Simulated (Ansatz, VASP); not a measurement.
This is a calculation of PbS (Galena) for VASP 6.6.1. 

Contents of INCAR:

```
PREC = Accurate
ENCUT = 520
EDIFF = 1E-7
ISMEAR = 0
SIGMA = 0.011
LREAL = F
LASPH = T
NELM = 80
ALGO = Fast
ISIF = 2
LWAVE = F
LCHARG = T
GGA = PE
LELF = T
LVHAR = T
```

Contents of KPOINTS:

```
Automatic mesh
0
Gamma
  8 8 8
```

File POSCAR:

```
PbS
1.0
    0.0000000000      2.9657500000      2.9657500000
    2.9657500000      0.0000000000      2.9657500000
    2.9657500000      2.9657500000      0.0000000000
Pb S
1 1
Direct
    0.0000000000      0.0000000000      0.0000000000
    0.5000000000      0.5000000000      0.5000000000
```

Potentials or basis: VASP PAW PBE potentials, release 64 (Pb_d, S).

Run with:

```bash
$ cat potpaw_PBE.64/Pb_d/POTCAR potpaw_PBE.64/S/POTCAR > POTCAR
$ mpirun -np 1 vasp_std > vasp.out
```

Question: What does the same run look like in Ansatz 0.2.0? Potentials or basis there: all-electron LAPW, scalar-relativistic.

Answer: As run (cutoffs and basis follow the program's own potentials, and thresholds, step limits or extra output files can differ):

input.yaml

```yaml
crystal:
  lattice:
    - [0.0, 2.96575, 2.96575]
    - [2.96575, 0.0, 2.96575]
    - [2.96575, 2.96575, 0.0]
  atoms:
    - { symbol: Pb, position: [0.0, 0.0, 0.0] }
    - { symbol: S, position: [0.5, 0.5, 0.5] }
kpoints:
  mp_grid: { grid: [8, 8, 8] }
scf:
  occupations: { method: gaussian, width: 0.011 }
hamiltonian:
  xc: pbe
  pseudopotentials: { kind: all_electron, lapw: { basis_error: 0.001 } }
output:
  forces: true
  stress: true
  eigenvalues: true
```

Potentials or basis: all-electron LAPW, scalar-relativistic.

Command:

```bash
$ ansatz run input.yaml --threads 1 --pin off --max-ram 3072MiB --backend cpu --events-out ev --progress --plain --runs-dir out
```

Both were run:

|  | VASP | Ansatz |
| --- | --- | --- |
| Pressure | 2.2 GPa | 2.2 GPa |

Where Ansatz's input types no cutoff or centring, it takes its own default and a Γ-centred mesh.

Pressure is positive in compression.
